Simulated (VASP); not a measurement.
# Pd in VASP: single point with LDA

Aim: the single point of Pd with LDA.

Everything below comes from runs of VASP 6.6.1. Logs are shortened: lines on timing, memory, paths and dates and some standing lists are left out, and cuts for length are marked.

## (1) The cell of the first run

The cell holds a slab with vacuum, 4 atoms: a = 2.715 Å, b = 2.715 Å, c = 22.758 Å, α = 90.00°, β = 90.00°, γ = 90.00°.

The slab is cut from a database's or a generator's crystal, which needn't be the stable form of the element.

## (2) Single point, LDA (clean slab, lower half held)

INCAR reads:

```
SYSTEM = Pd
  PREC = Accurate
  ENCUT = 520
  EDIFF = 1E-7
  ISMEAR = 0
  SIGMA = 0.1
  LREAL = .False.
  LASPH = .True.
  NELM = 100
  ALGO = Normal
  ISIF = 2
  LWAVE = .False.
  LCHARG = .True.
  LDIPOL = .True.
  IDIPOL = 3
  DIPOL = 0.5 0.5 0.499
  GGA = CA
  LELF = .True.
  LVHAR = .True.
  LVACPOTAV = .True.
  NBANDS = 28
```

KPOINTS reads:

```
regular mesh
0
Gamma
  11 11 1
  0 0 0
```

POSCAR reads:

```
Pd
1.0
    2.7145474424      0.0000000000      0.0000000000
    0.0000000000      2.7145474424      0.0000000000
    0.0000000000      0.0000000000     22.7584247130
Pd
4
Direct
    0.5000000000      0.5000000000      0.3734880646
    0.0000000000      0.0000000000      0.4578293549
    0.5000000000      0.5000000000      0.5417962982
    0.0000000000      0.0000000000      0.6245629077
```

Potentials or basis: VASP PAW LDA potentials, release 64 (Pd).

The run is started by

```console
$ cat potpaw_LDA.64/Pd/POTCAR > POTCAR
$ mpirun -np 1 vasp_std > vasp.out
```

OUTCAR:

```text
SYSTEM = Pd
   PREC = Accurate
   ENCUT = 520
   EDIFF = 1E-7
   ISMEAR = 0
   LREAL = .False.
   LASPH = .True.
   NELM = 100
   ISIF = 2
   GGA = CA

 ion  position               nearest neighbor table
   1  0.500  0.500  0.373-   2 2.71   2 2.71   2 2.71   2 2.71
   2  0.000  0.000  0.458-   3 2.71   3 2.71   3 2.71   3 2.71   1 2.71   1 2.71   1 2.71   1 2.71

   3  0.500  0.500  0.542-   4 2.69   4 2.69   4 2.69   4 2.69   2 2.71   2 2.71   2 2.71   2 2.71

   4  0.000  0.000  0.625-   3 2.69   3 2.69   3 2.69   3 2.69

  LATTYP: Found a simple tetragonal cell.
 ALAT       =     2.7145474424
 C/A-ratio  =     8.3838743643

  Lattice vectors:

 A1 = (   2.7145474424,   0.0000000000,   0.0000000000)
 A2 = (   0.0000000000,   2.7145474424,   0.0000000000)
 A3 = (   0.0000000000,   0.0000000000,  22.7584247130)

Analysis of symmetry for initial positions (statically):
=====================================================================
 Subroutine PRICEL returns:
 Original cell was already a primitive cell.

 Routine SETGRP: Setting up the symmetry group for a
 simple tetragonal supercell.

 Subroutine GETGRP returns: Found  8 space group operations
 (whereof  8 operations were pure point group operations)
 out of a pool of 16 trial point group operations.

The static configuration has the point symmetry C_4v.

Analysis of symmetry for dynamics (positions and initial velocities):
=====================================================================
 Subroutine PRICEL returns:
 Original cell was already a primitive cell.

 Routine SETGRP: Setting up the symmetry group for a
 simple tetragonal supercell.

 Subroutine GETGRP returns: Found  8 space group operations
 (whereof  8 operations were pure point group operations)
 out of a pool of 16 trial point group operations.

The dynamic configuration has the point symmetry C_4v.

 Subroutine INISYM returns: Found  8 space group operations
 (whereof  8 operations are pure point group operations),
 and found     1 'primitive' translations

----------------------------------------------------------------------------------------

                                     Primitive cell

  volume of cell :     167.7015

  direct lattice vectors                    reciprocal lattice vectors
     2.714547442  0.000000000  0.000000000     0.368385531  0.000000000  0.000000000
     0.000000000  2.714547442  0.000000000     0.000000000  0.368385531  0.000000000
     0.000000000  0.000000000 22.758424713     0.000000000  0.000000000  0.043939772

  length of vectors
     2.714547442  2.714547442 22.758424713     0.368385531  0.368385531  0.043939772

  position of ions in fractional coordinates (direct lattice)
     0.500000000  0.500000000  0.373488065
     0.000000000  0.000000000  0.457829355
     0.500000000  0.500000000  0.541796298
     0.000000000  0.000000000  0.624562908

  ion indices of the primitive-cell ions
   primitive index   ion index
                 1           1
                 2           2
                 3           3
                 4           4

----------------------------------------------------------------------------------------

 KPOINTS: regular mesh

Automatic generation of k-mesh.
 Grid dimensions read from file:
 generate k-points for:   11   11    1

 Generating k-lattice:

  Cartesian coordinates                     Fractional coordinates (reciprocal lattice)
     0.033489594  0.000000000  0.000000000     0.090909091  0.000000000  0.000000000
     0.000000000  0.033489594  0.000000000     0.000000000  0.090909091  0.000000000
     0.000000000  0.000000000  0.043939772     0.000000000  0.000000000  1.000000000

  Length of vectors
     0.033489594  0.033489594  0.043939772

  Shift w.r.t. Gamma in fractional coordinates (k-lattice)
     0.000000000  0.000000000  0.000000000

 Subroutine IBZKPT returns following result:
 ===========================================

 Found     21 irreducible k-points:

 Following reciprocal coordinates:
            Coordinates               Weight
  0.000000  0.000000  0.000000      1.000000
  0.090909  0.000000  0.000000      4.000000
  0.181818  0.000000  0.000000      4.000000
  0.272727  0.000000  0.000000      4.000000
  0.363636  0.000000  0.000000      4.000000
  0.454545  0.000000  0.000000      4.000000
[... 13 lines left out ...]
  0.454545  0.363636  0.000000      8.000000
  0.454545  0.454545  0.000000      4.000000
   k-points           NKPTS =     21   k-points in BZ     NKDIM =     21   number of bands    NBANDS=     28
   number of dos      NEDOS =    301   number of ions     NIONS =      4
   total plane-waves  NPLWV =  72000
   dimension x,y,z NGX =    20 NGY =   20 NGZ =  180
   dimension x,y,z NGXF=    40 NGYF=   40 NGZF=  360
   ions per type =               4
   NGX,Y,Z   is equivalent  to a cutoff of  12.25, 12.25, 13.15 a.u.
   NGXF,Y,Z  is equivalent  to a cutoff of  24.50, 24.50, 26.30 a.u.
 SYSTEM =  Pd
   PREC   = accura    normal or accurate (medium, high low for compatibility)
   ISTART =      0    job   : 0-new  1-cont  2-samecut
   ICHARG =      2    charge: 1-file 2-atom 10-const
   ISPIN  =      1    spin polarized calculation?
   LNONCOLLINEAR =      F non collinear calculations
   LSORBIT =      F    spin-orbit coupling
   LASPH  =      T    aspherical Exc in radial PAW
   ENCUT  =  520.0 eV  38.22 Ry    6.18 a.u.   5.05  5.05 42.32*2*pi/ulx,y,z
   NELM   =    100;   NELMIN=  2; NELMDL= -5     # of ELM steps
   EDIFF  = 0.1E-06   stopping-criterion for ELM
   LREAL  =      F    real-space projection
   EDIFFG = 0.1E-05   stopping-criterion for IOM
   NSW    =      0    number of steps for IOM
   IBRION =     -1    ionic relax: 0-MD 1-quasi-New 2-CG
   NFREE  =      0    steps in history (QN), initial steepest desc. (CG)
   ISIF   =      2    stress and relaxation
   ISYM   =      2    0-nonsym 1-usesym 2-fastsym
   POTIM  = 0.5000    time-step for ionic-motion
   TEBEG  =    0.0;   TEEND  =   0.0 temperature during run
   PSTRESS=    0.0 pullay stress
   NELECT =      40.0000    total number of electrons
   NUPDOWN=      -1.0000    fix difference up-down
   EMIN   =  10.00;   EMAX   =-10.00  energy-range for DOS
   EFERMI =   0.00;   METHOD = LEGACY
   ISMEAR =     0;   SIGMA  =   0.10  broadening in eV -4-tet -1-fermi 0-gaus
   EFERMI_NEDOS =   21; number of points for ismear=-14 and -15
   IALGO  =     38    algorithm
   IMIX   =      4    mixing-type and parameters
     AMIX     =   0.40;   BMIX     =  1.00
     AMIX_MAG =   1.60;   BMIX_MAG =  1.00
  volume/ion in A,a.u.               =      41.93       282.93
  Fermi-wavevector in a.u.,A,eV,Ry     =   1.015272  1.918586 14.024580  1.030778
  Thomas-Fermi vector in A             =   2.148548
   LORBIT       =      0    0 simple, 1 ext, 2 COOP (PROOUT), +10 PAW based schemes
   GGA     = CA    functional components
   LHFCALC =     F    Hartree Fock is set to
   AEXX    =    0.0000 exact exchange contribution
   IVDW    =     0    specifies the selected vdW correction
   LEPSILON=     F    determine dielectric tensor
   LRPA    =     F    only Hartree local field effects (RPA)
 non-spin polarized calculation
 Gauss-broadening in eV      SIGMA  =   0.10
  energy-cutoff  :      520.00
  volume of cell :      167.70
 maximum number of plane-waves:      4554
   NGX = 11   NGY = 11   NGZ = 85

 dipolmoment           0.000000      0.000000      0.000449 electrons x Angstroem

 number of electron      40.0000004 magnetization

 dipolmoment           0.000000      0.000000     -0.000109 electrons x Angstroem

 Free energy of the ion-electron system (eV)
  ---------------------------------------------------
  ext. energy  EPLUGINS =         0.00000000
  ---------------------------------------------------
  free energy    TOTEN  =       -24.04010543 eV

  energy without entropy =      -23.98899838  energy(sigma->0) =      -24.01455190

 E-fermi :  -0.1632     XC(G=0):  -5.4980

 val. band max:       -0.1746321545   @ k =   0.2727   0.0909   0.0000
 cond. band min:      -0.1612616072   @ k =   0.3636   0.0000   0.0000
 fundamental gap:      0.0133705473
 Fermi energy:        -0.1632018579

 k-point     1 :       0.0000    0.0000    0.0000
  band No.  band energies     occupation
      1      -7.1156      2.00000
      2      -5.7913      2.00000
      3      -5.4361      2.00000
      4      -5.3763      2.00000
      5      -4.8829      2.00000
      6      -4.6979      2.00000
[... 20 lines left out ...]
     27       5.4716      0.00000
     28       6.4101      0.00000

 k-point     2 :       0.0909    0.0000    0.0000
  band No.  band energies     occupation
      1      -6.9211      2.00000
      2      -5.6513      2.00000
      3      -5.3134      2.00000
      4      -5.2312      2.00000
      5      -4.7788      2.00000
      6      -4.5534      2.00000
[... 20 lines left out ...]
     27       5.6438      0.00000
     28       6.6061      0.00000

 k-point     3 :       0.1818    0.0000    0.0000
  band No.  band energies     occupation
      1      -6.4008      2.00000
      2      -5.4086      2.00000
      3      -4.9904      2.00000
      4      -4.8379      2.00000
      5      -4.7058      2.00000
      6      -3.9661      2.00000
[... 20 lines left out ...]
     27       6.1533      0.00000
     28       7.1976      0.00000

 k-point     4 :       0.2727    0.0000    0.0000
  band No.  band energies     occupation
      1      -5.7879      2.00000
      2      -5.2924      2.00000
      3      -4.8004      2.00000
      4      -4.6475      2.00000
      5      -4.1908      2.00000
      6      -3.3845      2.00000
[... 485 lines left out ...]
     27       9.4209      0.00000
     28      10.5823      0.00000

 k-point    20 :       0.4545    0.3636    0.0000
  band No.  band energies     occupation
      1      -5.3058      2.00000
      2      -5.2685      2.00000
      3      -5.1115      2.00000
      4      -5.0921      2.00000
      5      -4.2642      2.00000
      6      -4.2137      2.00000
[... 20 lines left out ...]
     27       9.3299      0.00000
     28      10.6379      0.00000

 k-point    21 :       0.4545    0.4545    0.0000
  band No.  band energies     occupation
      1      -5.5280      2.00000
      2      -5.4946      2.00000
      3      -5.2435      2.00000
      4      -5.2395      2.00000
      5      -4.5130      2.00000
      6      -4.4582      2.00000
[... 20 lines left out ...]
     27      10.1989      0.00000
     28      10.9860      0.00000

------------------------ aborting loop because EDIFF is reached ----------------------------------------

  FORCE on cell =-STRESS in cart. coord.  units (eV):
  Direction    XX          YY          ZZ          XY          YZ          ZX
  --------------------------------------------------------------------------------------
  -------------------------------------------------------------------------------------
  Total       -2.7431064     -2.7431064     -0.3429815      0.0000000      0.0000000      0.0000000
  in kB      -26.2069313    -26.2069313     -3.2767571      0.0000000      0.0000000      0.0000000
  external PRESSURE =     -18.5635399 kB  Pullay stress =       0.0000000 kB

 VOLUME and BASIS-vectors are now :
 -----------------------------------------------------------------------------
  energy-cutoff  :      520.00
  volume of cell :      167.70
      direct lattice vectors                 reciprocal lattice vectors
     2.714547442  0.000000000  0.000000000     0.368385531  0.000000000  0.000000000
     0.000000000  2.714547442  0.000000000     0.000000000  0.368385531  0.000000000
     0.000000000  0.000000000 22.758424713     0.000000000  0.000000000  0.043939772

 POSITION                                       TOTAL-FORCE (eV/Angst)
 -----------------------------------------------------------------------------------
      1.35727      1.35727      8.50000         0.000000     -0.000000      0.193827
      0.00000      0.00000     10.41947         0.000000      0.000000     -0.207283
      1.35727      1.35727     12.33043         0.000000     -0.000000     -0.001964
      0.00000      0.00000     14.21407         0.000000     -0.000000      0.015420
 -----------------------------------------------------------------------------------
    total drift:                               -0.000000     -0.000000      0.000159

  FREE ENERGIE OF THE ION-ELECTRON SYSTEM (eV)
  ---------------------------------------------------
  free  energy   TOTEN  =       -24.0401054316 eV

  energy  without entropy=      -23.9889983753  energy(sigma->0) =      -24.01455190

 vacuum level on the upper side and lower side of the slab         5.355         5.358
```

Run time: 93 s. Hardware: 1 thread of AMD EPYC 9R45 (Zen 5), shared host; peak memory 0.21 GiB.

What came out:

```yaml
Free_energy: -24.0401 eV
Largest_force: 0.207 eV/Å
Band_gap_on_the_k_mesh: none (metal or under the smearing width)
Work_function_of_the_upper_face: 5.52 eV
Work_function_of_the_lower_face: 5.52 eV
```

Forces on the atoms (eV/Å):
```
Pd   0.000  0.000  0.194
Pd   0.000  0.000 -0.207
Pd   0.000  0.000 -0.002
Pd   0.000  0.000  0.015
```
